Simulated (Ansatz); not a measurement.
**TiO$_{2}$ (P3_121)**

Theory: Ansatz 0.2.0, DFT r2SCAN, scalar-relativistic, plane waves, PAW.

Settings: cutoff 500 eV, Γ-centred mesh 6×6×4 on the computed 9-atom cell, Gaussian smearing of 0.02 eV; no spin polarisation.

The structure is relaxed at this level of theory with its symmetry kept. This form isn't the usual stable structure of the compound.

Symmetry: P3_121, No. 152, trigonal system. The conventional cell has a = 5.562 Å, b = 5.562 Å, c = 6.060 Å, α = 90.00°, β = 90.00°, γ = 120.00°. Ti (site symmetry 2) is surrounded by 4 O at 1.81 Å. O (site symmetry 1) has 2 Ti at 1.81 Å as nearest neighbours.

```
Volume per atom                                                                                                                             : 18.04 Å³
Formation energy from the elements' standard states (uncorrected)                                                                           : -3.196 eV/atom
Generalised Kohn–Sham band gap                                                                                                              : 4.05 eV, direct at A
Löwdin character of the top 1 eV of the valence band                                                                                        : O 2p 93 %
Löwdin character of the lowest 1 eV of the conduction band                                                                                  : Ti 3d 87 %, O 2p 7 %
Electron masses at the edge by Cartesian direction of the standard setting (m_e; degenerate bands sorted by energy; no spin-orbit coupling) : x: 1.8; y: 1.8; z: 1.1
Hole masses at the edge by Cartesian direction of the standard setting (m_e; degenerate bands sorted by energy; no spin-orbit coupling)     : x: 3.1; y: 3.1; z: 1.1
Bulk modulus                                                                                                                                : 7.4 GPa
Its pressure derivative                                                                                                                     : 8.2
Bader charges (e)                                                                                                                           : Ti (3 in the cell) 2.30, O (6 in the cell) -1.15
```

A ferromagnetic start lost its moments in a first run, so spin was left out; other magnetic orders weren't tried.

Cost: 8 runs of about 36 core-minutes in all, on Intel Xeon Processor @ 2.50GHz (Skylake/Cascade Lake) (shared hosts).